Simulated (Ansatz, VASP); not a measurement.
**Ba: VASP beside Ansatz**

```
Ba
1.0
     3.96668    0.00000    0.00000
    -1.98334    3.43525    0.00000
     0.00000    0.00000    4.06995
Ba
1
Cartesian
  0.0000 0.0000 0.0000
```

Change from the starting cell: strain -0.080 along x and y, +0.040 along z, atoms carried along.

Alike in both runs: task single point; functional LDA; k mesh 15 × 15 × 12; occupations gaussian, width 0.15 eV; no spin polarisation.

```csv
,VASP,Ansatz
version,VASP 6.6.1,Ansatz 0.2.0
potentials or method,"VASP PAW LDA potentials, release 64 (Ba_sv)","scalar-relativistic, plane waves, PAW"
plane-wave cutoff (eV),520,420
valence electrons in the cell,10,10
```

|  | VASP | Ansatz | Ansatz less VASP |
| --- | --- | --- | --- |
| gap on the k mesh at the Fermi level (eV) | none | none | - |
| pressure (GPa) | -0.3 | -0.4 | -0.11 |
| largest component of the traceless stress (GPa) | 1.98 | 1.98 | -0.003 |

A gap of «none» marks a metal or a gap that the smearing closes.

The runs have no spin-orbit coupling, so splittings on Ba are missing.
